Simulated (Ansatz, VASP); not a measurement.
# Sn: VASP beside Ansatz

The input INCAR:

```
ALGO = Normal
EDIFF = 1E-6
ENCUT = 520
GGA = CA
ISIF = 2
ISMEAR = -1
LASPH = T
LCHARG = F
LREAL = F
LWAVE = F
NBANDS = 13
NELM = 80
PREC = Accurate
SIGMA = 0.1
```

File KPOINTS:

```
k-points
0
Gamma
  13 13 13
```

File POSCAR:

```
Sn
1.0
    0.0000000000      2.4085415848      2.4085415848
    2.4085415848      0.0000000000      2.4085415848
    2.4085415848      2.4085415848      0.0000000000
Sn
1
Direct
    0.0000000000      0.0000000000      0.0000000000
```

Input for Ansatz:

```yaml
crystal:
  lattice:
    - [0.0, 2.4085415848, 2.4085415848]
    - [2.4085415848, 0.0, 2.4085415848]
    - [2.4085415848, 2.4085415848, 0.0]
  atoms:
    - { symbol: Sn, position: [0.0, 0.0, 0.0] }
hamiltonian:
  xc: lda
  pseudopotentials:
    kind: paw
    azcp:
      Sn: "pseudopotentials/Sn.paw.azcp"
basis:
  ecutwfc: 420
  fft_grid_basis: typed
kpoints:
  mp_grid: { grid: [13, 13, 13], shift: [0, 0, 0] }
magnetization:
  spin_polarized: false
scf:
  occupations: { method: fermi_dirac, width: 0.1 }
  lower_state_search: "off"
output:
  stress: true
  write_density: true
  write_potential: true
  elf: true
  volumetric_format: npy
```

Alike in both runs: task single point; functional LDA; k mesh 13 × 13 × 13; occupations fermi-dirac, width 0.1 eV; no spin polarisation.

|  | VASP | Ansatz |
| --- | --- | --- |
| version | VASP 6.6.1 | Ansatz 0.2.0 |
| potentials or method | VASP PAW LDA potentials, release 64 (Sn_d) | plane waves (420 eV) with PAW, scalar-relativistic |
| plane-wave cutoff (eV) | 520 | 420 |
| valence electrons in the cell | 14 | 14 |

|  | VASP | Ansatz | Ansatz less VASP |
| --- | --- | --- | --- |
| pressure (GPa) | -3.8 | -3.8 | +0.03 |

Ansatz warned: «pseudo_functional_mismatch».
